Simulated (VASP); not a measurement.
Here is a VASP 6.6.1 calculation.

INCAR

```
SYSTEM = PbS
  ALGO = Fast
  EDIFF = 1E-7
  EDIFFG = -0.01
  ENCUT = 600
  IBRION = 2
  ISIF = 2
  ISMEAR = 0
  LASPH = .True.
  LCHARG = .False.
  LREAL = .False.
  LWAVE = .False.
  NELM = 80
  NSW = 40
  PREC = Accurate
  SIGMA = 0.03
```

File KPOINTS:

```
k-points
0
Gamma
  8 8 8
  0 0 0
```

File POSCAR:

```
PbS                                     
1.0
    0.0000000000      2.8845942571      2.8845942571
    2.8845942571      0.0000000000      2.8845942571
    2.8845942571      2.8845942571      0.0000000000
  Pb              S             
     1     1
Direct
     0.0000000000000000    0.0000000000000000    0.0000000000000000
     0.5000000000000000    0.5000000000000000    0.5000000000000000
```

Potentials or basis: VASP PAW LDA potentials, release 64 (Pb_d, S).

Command:

```bash
$ cat potpaw_LDA.64/Pb_d/POTCAR potpaw_LDA.64/S/POTCAR > POTCAR
$ mpirun -np 1 vasp_std > vasp.out
```

Q: What does it give for the band gap on the k mesh?

A: 0.13 eV, direct.

Final structure:
```cif
data_structure
_symmetry_space_group_name_H-M 'P 1'
_symmetry_Int_Tables_number 1
_cell_length_a 4.0794
_cell_length_b 4.0794
_cell_length_c 4.0794
_cell_angle_alpha 60.000
_cell_angle_beta 60.000
_cell_angle_gamma 60.000
_cell_volume 48.00
loop_
_atom_site_label
_atom_site_type_symbol
_atom_site_fract_x
_atom_site_fract_y
_atom_site_fract_z
_atom_site_occupancy
Pb1 Pb 0.00000 0.00000 0.00000 1
S1 S 0.50000 0.50000 0.50000 1
```

Caveat: the relaxation stopped at its first step, so nothing moved; spin-orbit coupling is left out, which as a rule narrows the gap of such compounds by several tenths of an eV. A k mesh can miss the band edges.
